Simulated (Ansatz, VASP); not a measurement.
# NaH: VASP beside Ansatz

```xyz
2
Lattice="0.0000 2.4400 2.4400 2.4400 0.0000 2.4400 2.4400 2.4400 0.0000" Properties=species:S:1:pos:R:3 pbc="T T T"
Na    0.0177    0.0177    0.0000
H     2.4400    2.4400    2.4400
```

Change from the starting cell: all Na atoms moved +0.025 Å, as atom 1 along Cartesian [1 1 0].

Alike in both runs: task single point; functional r2SCAN; k mesh 8 × 8 × 8; occupations gaussian, width 0.05 eV; no spin polarisation.

|  | VASP | Ansatz |
| --- | --- | --- |
| version | VASP 6.6.1 | Ansatz 0.2.0 |
| potentials or method | VASP PAW PBE potentials, release 64 (Na_pv, H) | scalar-relativistic, plane waves, PAW |
| plane-wave cutoff (eV) | 520 | 500 |
| valence electrons in the cell | 8 | 10 |

```tsv
	VASP	Ansatz	Ansatz less VASP
gap on the k mesh at the Fermi level (eV)	4.32	4.31	-0.010
least direct gap on the mesh (eV)	5.14	5.14	+0.008
pressure (GPa)	-1.4	-1.2	+0.22
largest component of the traceless stress (GPa)	0.08	0.01	-0.072
rms of the force components (eV/Å)	0.011	0.012	+0.0015
```

Atom by atom the forces differ by 0.002 eV/Å (rms over components). With one functional, cell and mesh, what is left measures potentials, basis and numerics. The two sets of potentials don't hold the same shells in valence.

Caveats: the PAW data sets were made with another functional, which shifts forces and pressure a little (VASP). A k mesh can miss the band edges.
